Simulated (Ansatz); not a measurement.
## Worked example: CH4 + C3H8S2 → CH4S + C3H8S

Species: CH4 (methane) `C`, singlet; C3H8S2 (1,3-propanedithiol) `SCCCS`, singlet; CH4S (methanethiol) `CS`, singlet; C3H8S (1-propanethiol) `CCCS`, singlet. The partners trade H for SH; both sit on C, so the bond types are kept.

Shapes, held fixed at every level: PBE0-D4/def2-TZVP. Flexible molecules stand in one conformer, not always the lowest. Programs: Ansatz 0.2.0. Electronic energies: no zero-point or thermal term.

At CCSD(T)/CBS estimate; 1 Eh = 2625.50 kJ/mol:

| species | energy (Eh) |
| --- | --- |
| CH4 | -40.462061 |
| C3H8S2 | -914.523127 |
| CH4S | -438.228352 |
| C3H8S | -516.752019 |

Work out ΔE of the reaction at this level.


1. Products less reactants: (-438.228352) + (-516.752019) − [(-40.462061) + (-914.523127)] = 0.004817 Eh = +12.6 kJ/mol.

Other levels give +10.8 (wB97X-V/def2-TZVPP) to +14.9 kJ/mol (MP2/def2-TZVPP). No measured value is set beside it here. The CBS estimate extrapolates MP2 from def2-TZVPP and def2-QZVPP and adds CCSD(T) − MP2 in the triple-zeta set, cores frozen.
